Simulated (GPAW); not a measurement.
A run of GPAW 26.7.0 is set up as follows.

File run.py:

```python
from ase.calculators.mixing import SumCalculator
from ase.eos import EquationOfState
from ase.io import Trajectory, read
from ase.units import GPa
from dftd4.ase import DFTD4
from gpaw import GPAW, PW

atoms = read('BaS.cif')

traj = Trajectory('eos.traj', 'w')
volumes, energies = [], []
for x in [0.94, 0.96, 0.98, 1.0, 1.02, 1.04, 1.06]:
    a = atoms.copy()
    a.set_cell(atoms.cell * x**(1 / 3), scale_atoms=True)
    calc = GPAW(mode=PW(600),
                xc='MGGA_X_SCAN+MGGA_C_SCAN',
                kpts={'size': (7, 7, 7), 'gamma': True},
                occupations={'name': 'fermi-dirac', 'width': 0.05},
                nbands=16,
                convergence={'density': 1e-05, 'energy': 1e-05},
                maxiter=150,
                txt=f'eos-{x:.2f}.txt')
    a.calc = SumCalculator([calc, DFTD4(method='scan')])
    energies.append(a.get_potential_energy())
    volumes.append(a.get_volume())
    p = -a.get_stress()[:3].mean() / GPa
    calc.write(f'eos-{x:.2f}.gpw')
    traj.write(a)
    print(f'{x:.2f} {volumes[-1]:10.4f} A^3 {energies[-1]:14.6f} eV {p:9.3f} GPa', flush=True)

v0, e0, B = EquationOfState(volumes, energies, eos='birchmurnaghan').fit()
print(f'V0 = {v0:.4f} A^3, E0 = {e0:.6f} eV, B0 = {B / GPa:.2f} GPa')
```

File BaS.cif:

```cif
data_BaS
_cell_length_a 4.51664456
_cell_length_b 4.51664456
_cell_length_c 4.51664456
_cell_angle_alpha 60.00000000
_cell_angle_beta 60.00000000
_cell_angle_gamma 60.00000000
_space_group_name_H-M_alt 'P1'
_space_group_name_Hall 'P 1'
_space_group_IT_number 1
loop_
_space_group_symop_operation_xyz
'x,y,z'
loop_
_atom_site_label
_atom_site_type_symbol
_atom_site_symmetry_multiplicity
_atom_site_Wyckoff_symbol
_atom_site_fract_x
_atom_site_fract_y
_atom_site_fract_z
_atom_site_occupancy
Ba1 Ba 1 a 0.0000000000 0.0000000000 0.0000000000 1
S1 S 1 a 0.5000000000 0.5000000000 0.5000000000 1
```

Potentials or basis: GPAW PAW data sets (gpaw-data 1.2.1), pw.

Launch:

```console
$ OMP_NUM_THREADS=1 python run.py
```

What does it give for the equilibrium volume?

33.06 Å³/atom (rough: see the caveat).

Predict the bulk modulus.

46 GPa (rough).

Energy against volume, from the lowest point:
```tsv
volume (Å³/atom)	energy (meV/atom)
30.622	29.67
31.273	15.20
31.925	5.86
32.576	0.93
33.228	0.00
33.879	2.62
34.531	8.46
```

Caveat: the points scatter about the fit; the PAW data sets were made with another functional, which shifts forces and pressure a little. Spin-orbit coupling is left out, which matters for the levels of Ba.
